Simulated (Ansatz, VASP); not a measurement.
# GaAs in two plane-wave programs, part 2 of 2

Aim: how closely do two programs agree when they are given the same cell, functional and k mesh? The cell is taken from a series of VASP runs on this material, whose earlier steps may have relaxed, scaled or displaced it; both programs get it as it stands.

VASP 6.6.1 and Ansatz 0.2.0.

So far. Step 3 (VASP: band structure, PBEsol): The run ends at a pressure of 0.15 GPa.

## Step 5: VASP: single point, PBEsol

Level of this step: PBEsol; plane waves and PAW (Ga_d, As) (VASP).

A single point gives forces, pressure and levels at one fixed geometry, so differences don't come from the geometry; what else differs is listed under the comparison.

Input file INCAR:

```
SYSTEM = GaAs
PREC = Accurate
ENCUT = 400
EDIFF = 1E-08
NELM = 100
ISMEAR = 0
SIGMA = 0.02
LREAL = .FALSE.
ALGO = Normal
GGA = PS
NBANDS = 15
LORBIT = 11
LWAVE = .FALSE.
LCHARG = .FALSE.
KPAR = 4
```

Input file POSCAR:

```
GaAs
1.0
    0.0000000000      2.8268500000      2.8268500000
    2.8268500000      0.0000000000      2.8268500000
    2.8268500000      2.8268500000      0.0000000000
Ga As
1 1
Direct
    0.0000000000      0.0000000000      0.0000000000
    0.7500000000      0.7500000000      0.7500000000
```

Input file KPOINTS:

```
Automatic mesh
0
Gamma
8 8 8
0 0 0
```

Input file KPOINTS_OPT:

```
points round the band edges
26
Reciprocal
  0.0000000000   0.0000000000   0.0000000000 1
  0.0000000000   0.0000000000   0.0000000000 1
 -0.0000000000  -0.0035992572  -0.0035992572 1
  0.0000000000   0.0035992572   0.0035992572 1
 -0.0035992572   0.0000000000  -0.0035992572 1
  0.0035992572   0.0000000000   0.0035992572 1
 -0.0035992572  -0.0035992572   0.0000000000 1
  0.0035992572   0.0035992572  -0.0000000000 1
 -0.0000000000  -0.0134972145  -0.0134972145 1
  0.0000000000   0.0134972145   0.0134972145 1
 -0.0134972145   0.0000000000  -0.0134972145 1
  0.0134972145   0.0000000000   0.0134972145 1
 -0.0134972145  -0.0134972145   0.0000000000 1
  0.0134972145   0.0134972145  -0.0000000000 1
 -0.0000000000  -0.0035992572  -0.0035992572 1
  0.0000000000   0.0035992572   0.0035992572 1
 -0.0035992572   0.0000000000  -0.0035992572 1
  0.0035992572   0.0000000000   0.0035992572 1
 -0.0035992572  -0.0035992572   0.0000000000 1
  0.0035992572   0.0035992572  -0.0000000000 1
 -0.0000000000  -0.0134972145  -0.0134972145 1
  0.0000000000   0.0134972145   0.0134972145 1
 -0.0134972145   0.0000000000  -0.0134972145 1
  0.0134972145   0.0000000000   0.0134972145 1
 -0.0134972145  -0.0134972145   0.0000000000 1
  0.0134972145   0.0134972145  -0.0000000000 1
```

Potentials, in the order of the species: Ga_d and As (PBE family, release 64).

The run is started by

```sh
$ mpirun -np 4 vasp_std
```

Numbers of over 12 decimals in the logs are rounded to 6 here.

Log:

```text
[banner, memory and clock lines left out]
running    4 mpi-ranks, on    1 nodes
[...]
[... a notice as in an earlier step ...]

 LDA part: xc-table for (Slater+PW92), standard interpolation
 POSCAR, INCAR and KPOINTS ok, starting setup
[...]
entering main loop
       N       E                     dE             d eps       ncg     rms          rms(c)
DAV:   1     0.713506454544E+02    0.71351E+02   -0.78971E+03   894   0.143E+03
DAV:   2    -0.390762460726E+01   -0.75258E+02   -0.72284E+02   975   0.272E+02
DAV:   3    -0.920804633631E+01   -0.53004E+01   -0.52848E+01  1052   0.628E+01
DAV:   4    -0.928494594592E+01   -0.76900E-01   -0.76892E-01  1050   0.860E+00
[...]
DAV:  12    -0.908523529227E+01   -0.33875E-07   -0.84071E-07  1186   0.141E-02    0.160E-03
DAV:  13    -0.908523532098E+01   -0.28715E-07   -0.18965E-07  1073   0.333E-03    0.576E-04
DAV:  14    -0.908523531995E+01    0.10359E-08   -0.39924E-09   841   0.490E-04
   1 F= -.90852353E+01 E0= -.90852353E+01  d E =-.552799E-18
 Start KPOINTS_OPT (optional k-point list driver)
k-point batch [1-26\26]
       N       E                     dE             ncg
DAV:   1    -0.415650296860E+03   -0.13801E+04      780
DAV:   2    -0.243916781247E+04   -0.20235E+04      815
DAV:   3    -0.260133755895E+04   -0.16217E+03      829
DAV:   4    -0.260487828352E+04   -0.35407E+01     1033
[...]
DAV:   8    -0.260491969356E+04   -0.81257E-06      977
DAV:   9    -0.260491969360E+04   -0.43528E-07      906
DAV:  10    -0.260491969360E+04   -0.40836E-09      887
```

OUTCAR, selected parts (step 5):

```text
  Total        0.0365999      0.0365999      0.0365999     -0.0000000      0.0000000     -0.0000000
  in kB        1.2979337      1.2979337      1.2979337     -0.0000000      0.0000000     -0.0000000
  external PRESSURE =       1.2979337 kB  Pullay stress =       0.0000000 kB

 POSITION                                       TOTAL-FORCE (eV/Angst)
 -----------------------------------------------------------------------------------
      0.00000      0.00000      0.00000         0.000000      0.000000      0.000000
      4.24027      4.24027      4.24027        -0.000000     -0.000000     -0.000000
 -----------------------------------------------------------------------------------
    total drift:                               -0.000001     -0.000001     -0.000000

  FREE ENERGIE OF THE ION-ELECTRON SYSTEM (eV)
  ---------------------------------------------------
  free  energy   TOTEN  =        -9.0852353199 eV

  energy  without entropy=       -9.0852353199  energy(sigma->0) =       -9.08523532

[... 1 part as in an earlier step ...]

[... 2 further parts left out ...]
[key lines of the parts left out:]
E-fermi :   3.9193
```

The gap is read on the k-mesh alone, so it is an upper bound where the band edges lie off the mesh.

## Step 6: Ansatz: single point, PBEsol

The same cell, functional, mesh and smearing now go to Ansatz, which takes its cutoff from its data sets.

The cell is taken from a series of VASP runs on this material, whose earlier steps may have relaxed, scaled or displaced it; both programs get it as it stands.

Input file input.yaml:

```yaml
crystal:
  lattice:
    - [0.0, 2.82685, 2.82685]
    - [2.82685, 0.0, 2.82685]
    - [2.82685, 2.82685, 0.0]
  atoms:
    - { symbol: Ga, position: [0.0, 0.0, 0.0] }
    - { symbol: As, position: [0.75, 0.75, 0.75] }
hamiltonian:
  xc: pbesol
  pseudopotentials: { kind: paw }
kpoints:
  mp_grid: { grid: [8, 8, 8] }
scf:
  occupations: { method: gaussian, width: 0.02 }
  n_extra_bands: 4
output:
  forces: true
  stress: true
  eigenvalues: true
```

The run is started by

```sh
$ ansatz run input.yaml --threads 2 --pin off --max-ram 4608MiB --backend cpu --events-out ev --progress --plain --runs-dir out
```

Log:

```text
[...]
Crystal: 2 atoms, lattice volume = 45.179 Å³
Basis set: ecut = 420 eV, 893 PW (Γ), exchange–correlation on 54×54×54 points (8 copies of the dense FFT grid, shifted against one another)
Bands: 18, of which v1, the nominal top of the filled ones, is band 14 counted from 1 (13 counted from 0)
Symmetry: 24 space group operations
[...]
k-points: 29 of 512 (time reversal used)
[...]
--- Band table (eV; the first three rows and the last of 29) ---
  k-point 0: bands = [... 10 lower, -4.7012, 8.0514, 8.0514, 8.0514, 8.4927, 11.7508, 11.7508, 11.7508]
  k-point 1: bands = [... 10 lower, -4.5178, 6.0622, 7.8137, 7.8137, 9.5886, 12.1000, 12.1000, 12.1888]
  k-point 2: bands = [... 10 lower, -4.0060, 3.8858, 7.3699, 7.3699, 9.4365, 12.6155, 12.6155, 13.9252]
  k-point 28: bands = [... 10 lower, -2.1305, 1.4038, 4.4833, 4.6750, 12.6454, 12.6813, 13.3965, 14.0033]
[key lines of the parts left out:]
SCF converged after 6 iterations
Free energy (F): -8556.854784 eV
Fermi energy:    8.272525 eV
P = ⅓ Tr σ = 0.1807 GPa (1.807 kbar)
```

It took 0.74 s on 2 threads of Intel Xeon 6975P-C (Granite Rapids), shared host; peak memory 0.38 GiB.

The run ends at a pressure of 0.18 GPa.

## Step 7: Side by side

The two programs side by side:

```tsv
quantity	Ansatz	VASP	difference
pressure (GPa)	0.18	0.13	+0.05
gap on the k mesh (eV)	0.441	0.454	-0.013
```

A gap on the mesh is an upper bound, since the band edges may lie between its points. Ansatz's pressure holds a Pulay correction of 0.03 GPa; VASP's holds none.

## Step 8: VASP: band structure, PBEsol, spin-orbit coupling

The same path points are solved in both programs, so levels can be compared one by one.

Input file INCAR:

```
SYSTEM = GaAs
PREC = Accurate
ENCUT = 400
EDIFF = 1E-06
NELM = 100
ISMEAR = 0
SIGMA = 0.02
LREAL = .FALSE.
ALGO = Normal
GGA = PS
LNONCOLLINEAR = .TRUE.
MAGMOM = 0 0 0 0 0 0
NBANDS = 30
GGA_COMPAT = .FALSE.
LASPH = .TRUE.
LSORBIT = .TRUE.
LORBIT = 11
LWAVE = .FALSE.
LCHARG = .FALSE.
KPAR = 4
ISIF = 2
```

POSCAR is that of step 5.

KPOINTS is that of step 5.

Input file KPOINTS_OPT:

```
Line mode
16
Line-mode
Reciprocal
  0.00000000   0.00000000   0.00000000 GAMMA
  0.50000000   0.00000000   0.50000000 X

  0.50000000   0.00000000   0.50000000 X
  0.50000000   0.25000000   0.75000000 W

  0.50000000   0.25000000   0.75000000 W
  0.37500000   0.37500000   0.75000000 K

  0.37500000   0.37500000   0.75000000 K
  0.00000000   0.00000000   0.00000000 GAMMA

  0.00000000   0.00000000   0.00000000 GAMMA
  0.50000000   0.50000000   0.50000000 L

  0.50000000   0.50000000   0.50000000 L
  0.62500000   0.25000000   0.62500000 U

  0.62500000   0.25000000   0.62500000 U
  0.50000000   0.25000000   0.75000000 W

  0.50000000   0.25000000   0.75000000 W
  0.50000000   0.50000000   0.50000000 L

  0.50000000   0.50000000   0.50000000 L
  0.37500000   0.37500000   0.75000000 K

  0.62500000   0.25000000   0.62500000 U
  0.50000000   0.00000000   0.50000000 X
```

The run is started by

```sh
$ mpirun -np 4 vasp_ncl
```

Log:

```text
[... set-up lines as in an earlier step ...]
 entering main loop
       N       E                     dE             d eps       ncg     rms          rms(c)
DAV:   1     0.115207295810E+03    0.11521E+03   -0.72962E+03  2826   0.145E+03
DAV:   2     0.575880806531E+01   -0.10945E+03   -0.10348E+03  2734   0.376E+02
DAV:   3    -0.883536451720E+01   -0.14594E+02   -0.14403E+02  3034   0.105E+02
DAV:   4    -0.929602380452E+01   -0.46066E+00   -0.45993E+00  3056   0.205E+01
[...]
DAV:  11    -0.910370100893E+01   -0.11752E-04   -0.23389E-05  3788   0.639E-02    0.133E-02
DAV:  12    -0.910371078482E+01   -0.97759E-05   -0.13169E-05  2808   0.269E-02    0.467E-03
DAV:  13    -0.910371080158E+01   -0.16765E-07   -0.38836E-07  2204   0.744E-03
   1 F= -.91037108E+01 E0= -.91037108E+01  d E =-.800555E-16  mag=     0.0000     0.0000    -0.0000
 Start KPOINTS_OPT (optional k-point list driver)
k-point batch [1-43\160]
       N       E                     dE             ncg
DAV:   1     0.117409812774E+03   -0.18535E+05     2798
DAV:   2    -0.461456013224E+04   -0.47320E+04     2732
DAV:   3    -0.523347658466E+04   -0.61892E+03     3170
DAV:   4    -0.525168199550E+04   -0.18205E+02     3116
DAV:   5    -0.525197743235E+04   -0.29544E+00     3084
DAV:   6    -0.525199074864E+04   -0.13316E-01     3840
DAV:   7    -0.525199092144E+04   -0.17281E-03     3298
DAV:   8    -0.525199092330E+04   -0.18523E-05     2500
DAV:   9    -0.525199092350E+04   -0.20426E-06     2082
[...]
k-point batch [130-160\160]
       N       E                     dE             ncg
DAV:   1     0.580833101681E+04   -0.16522E+05     2028
DAV:   2     0.241276731166E+04   -0.33956E+04     1952
DAV:   3     0.197581926169E+04   -0.43695E+03     2284
DAV:   4     0.196333837201E+04   -0.12481E+02     2188
DAV:   5     0.196313379625E+04   -0.20458E+00     2198
DAV:   6     0.196312496708E+04   -0.88292E-02     2686
DAV:   7     0.196312480312E+04   -0.16396E-03     2414
DAV:   8     0.196312480233E+04   -0.78314E-06     1778
```

Parts of OUTCAR (step 8):

```text
  Total        0.0363801      0.0363801      0.0363801      0.0000000      0.0000000     -0.0000000
  in kB        1.2901386      1.2901386      1.2901386      0.0000000      0.0000000     -0.0000000
  external PRESSURE =       1.2901386 kB  Pullay stress =       0.0000000 kB

 POSITION                                       TOTAL-FORCE (eV/Angst)
 -----------------------------------------------------------------------------------
      0.00000      0.00000      0.00000         0.000000     -0.000000      0.000000
      4.24027      4.24027      4.24027        -0.000000      0.000000     -0.000000
 -----------------------------------------------------------------------------------
    total drift:                               -0.000001     -0.000001     -0.000001

  FREE ENERGIE OF THE ION-ELECTRON SYSTEM (eV)
  ---------------------------------------------------
  free  energy   TOTEN  =        -9.1037108016 eV

  energy  without entropy=       -9.1037108016  energy(sigma->0) =       -9.10371080

 magnetization (x)
# of ion       s       p       d       tot
------------------------------------------
    1        0.000   0.000   0.000   0.000
    2       -0.000   0.000   0.000   0.000
--------------------------------------------------
tot         -0.000   0.000   0.000   0.000

 magnetization (y)
# of ion       s       p       d       tot
------------------------------------------
    1        0.000   0.000   0.000   0.000
    2        0.000  -0.000   0.000  -0.000
--------------------------------------------------
tot          0.000  -0.000   0.000  -0.000

 magnetization (z)
# of ion       s       p       d       tot
------------------------------------------
    1        0.000   0.000   0.000   0.000
    2        0.000  -0.000  -0.000  -0.000
--------------------------------------------------
tot          0.000   0.000  -0.000   0.000

[... 1 part as in an earlier step ...]

[... 2 further parts left out ...]
[key lines of the parts left out:]
E-fermi :   4.0185
```

The run ends at a pressure of 0.13 GPa.

## Step 9: Ansatz: band structure, PBEsol, spin-orbit coupling

The same cell, functional, mesh and smearing now go to Ansatz, which takes its cutoff from its data sets.

The cell is taken from a series of VASP runs on this material, whose earlier steps may have relaxed, scaled or displaced it; both programs get it as it stands.

Input file input.yaml:

```yaml
crystal:
  lattice:
    - [0.0, 2.82685, 2.82685]
    - [2.82685, 0.0, 2.82685]
    - [2.82685, 2.82685, 0.0]
  atoms:
    - { symbol: Ga, position: [0.0, 0.0, 0.0] }
    - { symbol: As, position: [0.75, 0.75, 0.75] }
hamiltonian:
  xc: pbesol
  pseudopotentials: { kind: paw_fr }
magnetization:
  noncollinear: true
  spin_orbit: true
kpoints:
  mp_grid: { grid: [8, 8, 8] }
  band_path:
    path:
      - [0.0, 0.0, 0.0]
      - [0.16667, 0.0, 0.16667]
      - [0.33333, 0.0, 0.33333]
      - [0.5, 0.0, 0.5]
      - [0.5, 0.08333, 0.58333]
      - [0.5, 0.18333, 0.68333]
      - [0.5, 0.25, 0.75]
      - [0.45, 0.3, 0.75]
      - [0.40833, 0.34167, 0.75]
      - [0.35, 0.35, 0.7]
      - [0.225, 0.225, 0.45]
      - [0.075, 0.075, 0.15]
      - [0.03333, 0.03333, 0.03333]
      - [0.23333, 0.23333, 0.23333]
      - [0.4, 0.4, 0.4]
      - [0.51667, 0.46667, 0.51667]
      - [0.55833, 0.38333, 0.55833]
      - [0.60833, 0.28333, 0.60833]
      - [0.60833, 0.25, 0.64167]
      - [0.55833, 0.25, 0.69167]
      - [0.51667, 0.25, 0.73333]
      - [0.5, 0.3, 0.7]
      - [0.5, 0.38333, 0.61667]
      - [0.5, 0.48333, 0.51667]
      - [0.475, 0.475, 0.55]
      - [0.425, 0.425, 0.65]
      - [0.38333, 0.38333, 0.73333]
      - [0.59167, 0.18333, 0.59167]
      - [0.55, 0.1, 0.55]
      - [0.5, 0.0, 0.5]
    npoints: 1
scf:
  occupations: { method: gaussian, width: 0.02 }
  n_extra_bands: 14
output:
  forces: true
  stress: true
  eigenvalues: true
```

The run is started by

```sh
$ ansatz run input.yaml --threads 2 --pin off --max-ram 4608MiB --backend cpu --events-out ev --progress --plain --runs-dir out
```

Log:

```text
[...]
non-collinear run that drives no moment, with spin-orbit: no starting moment large enough to seed its density (crystal.atoms[].spin), no starting occupations that ask for one, no magnetisation constraint and no magnetic field, so the semilocal B_xc is pinned to zero
Crystal: 2 atoms, lattice volume = 45.179 Å³
[...]
k-point 1: bands = [... 24 lower, 7.7035, 7.7035, 7.9194, 7.9222, 9.5896, 9.5896, 12.0269, 12.0269, ... 10 higher]
  k-point 2: bands = [... 24 lower, 7.2612, 7.2612, 7.4713, 7.4746, 9.4359, 9.4359, 12.5527, 12.5527, ... 10 higher]
  k-point 28: bands = [... 24 lower, 4.4153, 4.5370, 4.6574, 4.6975, 12.5187, 12.6806, 12.7213, 12.7261, ... 10 higher]
[key lines of the parts left out:]
SCF converged after 8 iterations
Magnetization: |M| = 0.0000 μB,  M = (+0.0000, +0.0000, +0.0000) μB
Free energy (F): -8557.052252 eV
Fermi energy:    8.328592 eV
P = ⅓ Tr σ = 0.1731 GPa (1.731 kbar)
```

Run time: 5.1 s. Hardware: 2 threads; peak memory 0.56 GiB.

## Step 10: Comparison

What differs besides the data sets and the points named for the pairs above, as far as they apply: spin-orbit coupling enters by fully relativistic files in Ansatz and inside the spheres in VASP; the data sets hold 28 valence electrons in Ansatz (fully relativistic PAW (standard-fr) files) and 18 in VASP. Total energies have different zeros and are not compared.

Both answers:

```tsv
quantity	Ansatz	VASP	difference
pressure (GPa)	0.17	0.13	+0.04
gap over the path points (eV)	0.333	0.347	-0.014
```

Levels at points of the path, from each program's valence-band top (eV; 6 filled, then empty):

```tsv
k (reciprocal lattice)	Ansatz	VASP
0.000 0.000 0.000	-0.34 -0.34 0.00 0.00 0.00 0.00 0.33 0.33 3.46 3.46 3.65 3.65	-0.33 -0.33 0.00 0.00 0.00 0.00 0.35 0.35 3.46 3.46 3.64 3.64
0.167 0.000 0.167	-2.85 -2.85 -1.20 -1.20 -1.06 -1.06 2.35 2.35 2.93 2.93 5.13 5.13	-2.85 -2.85 -1.20 -1.20 -1.07 -1.07 2.35 2.35 2.94 2.94 5.12 5.12
0.333 0.000 0.333	-5.49 -5.49 -2.40 -2.40 -2.31 -2.31 1.38 1.38 2.45 2.45 7.84 7.84	-5.49 -5.49 -2.40 -2.40 -2.31 -2.31 1.37 1.37 2.44 2.44 7.84 7.84
0.500 0.000 0.500	-6.95 -6.95 -2.85 -2.85 -2.76 -2.76 1.25 1.25 1.47 1.47 9.97 9.97	-6.96 -6.96 -2.85 -2.85 -2.77 -2.77 1.24 1.24 1.46 1.46 9.97 9.97
0.500 0.083 0.583	-6.92 -6.89 -3.11 -3.04 -3.00 -2.98 1.76 1.78 1.98 2.03 8.90 8.97	-6.93 -6.91 -3.12 -3.05 -3.00 -2.98 1.75 1.78 1.97 2.02 8.90 8.98
0.500 0.183 0.683	-6.82 -6.77 -3.62 -3.50 -3.41 -3.37 3.37 3.41 3.54 3.63 6.50 6.56	-6.83 -6.78 -3.62 -3.51 -3.41 -3.38 3.37 3.41 3.54 3.63 6.50 6.56
0.500 0.250 0.750	-6.79 -6.73 -3.75 -3.62 -3.50 -3.46 4.36 4.52 4.56 4.56 5.18 5.28	-6.80 -6.74 -3.75 -3.63 -3.51 -3.47 4.36 4.52 4.56 4.56 5.18 5.28
0.450 0.300 0.750	-6.78 -6.73 -3.90 -3.83 -3.08 -3.06 3.10 3.14 4.51 4.59 6.12 6.17	-6.79 -6.74 -3.90 -3.84 -3.09 -3.06 3.10 3.14 4.51 4.59 6.12 6.17
0.408 0.342 0.750	-6.78 -6.73 -4.01 -3.95 -2.57 -2.56 2.07 2.09 4.45 4.51 7.18 7.24	-6.79 -6.75 -4.02 -3.96 -2.58 -2.56 2.07 2.08 4.45 4.51 7.18 7.24
0.350 0.350 0.700	-6.70 -6.64 -4.15 -4.08 -2.21 -2.21 1.93 1.93 5.25 5.36 7.35 7.37	-6.71 -6.65 -4.15 -4.09 -2.21 -2.21 1.92 1.93 5.25 5.36 7.34 7.37
```

Among the levels compared at these points, filled levels agree within 14 meV and empty ones within 14 meV. Ansatz's pressure holds a Pulay correction of 0.03 GPa; VASP's holds none.

## Step 11: Outcome

```yaml
difference_in_gap_over_the_path_points_band_structure_pbesol: -0.013 eV
difference_in_gap_on_the_k_mesh_single_point_pbesol: -0.013 eV
difference_in_gap_over_the_path_points_band_structure_pbesol_spin_orbit_coupling: -0.014 eV
```

What this shows: The difference in gap over the path points is -0.014 eV (band structure, PBEsol, spin-orbit coupling), within the 0.08 eV picked in this series as the mark of a large difference. 2 further runs of this series are not shown here. How closely two codes agree says nothing of how well the functional describes the real material.

[Lines on the potential files, build, host, timing and source positions are cut from VASP's logs without a mark.]

[Logs are printed without paths, hosts, clocks, repeated set-up lines and the standing remarks that a program may print on its own settings, such as how far it seeks lower states.]

[Hosts, paths, dates, database ids (printed as entryN), source tags and the programs' standing remarks are cut or masked in the printed files.]
